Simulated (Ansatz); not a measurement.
KF (Carobbiite):

```
CELL_PARAMETERS angstrom
0.00000 2.67185 2.67185
2.67185 0.00000 2.67185
2.67185 2.67185 0.00000
ATOMIC_POSITIONS crystal
K 0.00000 0.00000 0.00000
F 0.50000 0.50000 0.50000
```

Base run:

```yaml
Program: Ansatz 0.2.0
Functional: PBEsol
Potentials_or_basis: all-electron PAW datasets made for the crystal
Cutoff: 280 eV
Density_cutoff: 1120 eV
k_mesh: 9 × 9 × 9
Occupations: fermi-dirac, width 0.05 eV
Spin: no spin polarisation
```

Its results: band gap on the k mesh 6.04 eV, direct; pressure -0.7 GPa.

The run is repeated on the same cell with these changes: potentials or basis from all-electron PAW datasets made for the crystal to all-electron LAPW, non-relativistic; cutoff from 280 eV to 203 eV; density cutoff from 1120 eV to 814 eV. What comes out?

Band gap on the k mesh 6.11 eV, direct; pressure -0.6 GPa.

Not every run made on this cell is shown here.
